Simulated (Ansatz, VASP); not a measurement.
Given: the input of a run of VASP 6.6.1 on Sn3Se.

INCAR

```
SYSTEM = Sn3Se
  PREC = Accurate
  ENCUT = 520
  EDIFF = 1E-6
  ISMEAR = -1
  SIGMA = 0.05
  LREAL = .FALSE.
  LASPH = .TRUE.
  NELM = 80
  ALGO = Normal
  ISIF = 2
  LWAVE = .FALSE.
  LCHARG = .FALSE.
  NBANDS = 32
```

The input KPOINTS:

```
regular mesh
0
G
  6 6 6
  0 0 0
```

The input POSCAR:

```
Sn3Se
1.0
    4.7732830874      0.0000000000      0.0000000000
    0.0000000000      4.7732830874      0.0000000000
    0.0000000000      0.0000000000      4.7732830874
Sn Se
3 1
Direct
    0.5000000000      0.5000000000      0.0000000000
    0.5000000000      0.0000000000      0.5000000000
    0.0000000000      0.5000000000      0.5000000000
    0.0000000000      0.0000000000      0.0000000000
```

Potentials or basis: VASP PAW LDA potentials, release 64 (Sn_d, Se).

The run is started by

```bash
$ cat potpaw_LDA.64/Sn_d/POTCAR potpaw_LDA.64/Se/POTCAR > POTCAR
$ mpirun -np 1 vasp_std > vasp.out
```

Question: Translate it to Ansatz 0.2.0. Potentials there: all-electron LAPW, scalar-relativistic.

Answer: As run (the cutoff follows the program's own potentials):

File input.yaml:

```yaml
crystal:
  lattice:
    - [4.7732830874, 0.0, 0.0]
    - [0.0, 4.7732830874, 0.0]
    - [0.0, 0.0, 4.7732830874]
  atoms:
    - { symbol: Sn, position: [0.5, 0.5, 0.0] }
    - { symbol: Sn, position: [0.5, 0.0, 0.5] }
    - { symbol: Sn, position: [0.0, 0.5, 0.5] }
    - { symbol: Se, position: [0.0, 0.0, 0.0] }
kpoints:
  mp_grid: { grid: [6, 6, 6] }
scf:
  occupations: { method: fermi_dirac, width: 0.05 }
hamiltonian:
  xc: lda
  pseudopotentials: { kind: all_electron, lapw: { basis_error: 0.002 } }
output:
  forces: true
  stress: true
  eigenvalues: true
```

Potentials or basis: all-electron LAPW, scalar-relativistic.

The run is started by

```console
$ ansatz run input.yaml --threads 2 --pin off --max-ram 8192MiB --backend cpu --events-out ev --progress --plain --runs-dir out
```

Both were run:

|  | VASP | Ansatz | Ansatz less VASP |
| --- | --- | --- | --- |
| gap on the k mesh at the Fermi level (eV) | none | none | - |
| pressure (GPa) | -4.7 | -4.7 | -0.02 |

A gap of «none» marks a metal or a gap that the smearing closes. Ansatz ran all-electron here, so the differences hold the error of VASP's frozen core and of both bases.
